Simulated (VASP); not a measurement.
Runs of VASP 6.6.1 on C. Symmetry: P6_3/mmc, No. 194, hexagonal system. Conventional cell: a = 2.522 Å, b = 2.522 Å, c = 8.237 Å, α = 90.00°, β = 90.00°, γ = 120.00°. C (site symmetry 3m) has 4 C at 1.54 Å as nearest neighbours. C (site symmetry 3m) has 4 C at 1.54 Å as nearest neighbours. This is a hexagonal form of diamond, not graphite.

| task | level | cell | cutoff (eV) | smearing | gap on the mesh (eV) | pressure (GPa) | relaxed volume (Å³/atom) |
| --- | --- | --- | --- | --- | --- | --- | --- |
| band structure | PBE | as given | 520 | fermi-dirac 0.05 eV | 4.41 | - | - |
| relaxation of cell and atoms | RPBE | relaxed | 600 | fermi-dirac 0.05 eV | 4.50 | 0.0 | 5.78 |
| relaxation of cell and atoms | PBEsol | relaxed | 600 | fermi-dirac 0.05 eV | (b) | 0.0 | (a) |
| band structure | RPBE | as given | 520 | fermi-dirac 0.05 eV | 4.41 | - | - |
| single point | PBE | as given | 520 | gaussian 0.011 eV | 4.41 | 2.9 | - |

Alike in all rows: potentials or basis VASP PAW PBE potentials, release 64 (C); no spin polarisation; k mesh 12 × 12 × 4.

Fill in the values left out.

(a) 5.62; (b) 4.43.

Caveats: the PAW data sets were made with another functional, which shifts forces and pressure a little (some runs).

A k mesh can miss the band edges.
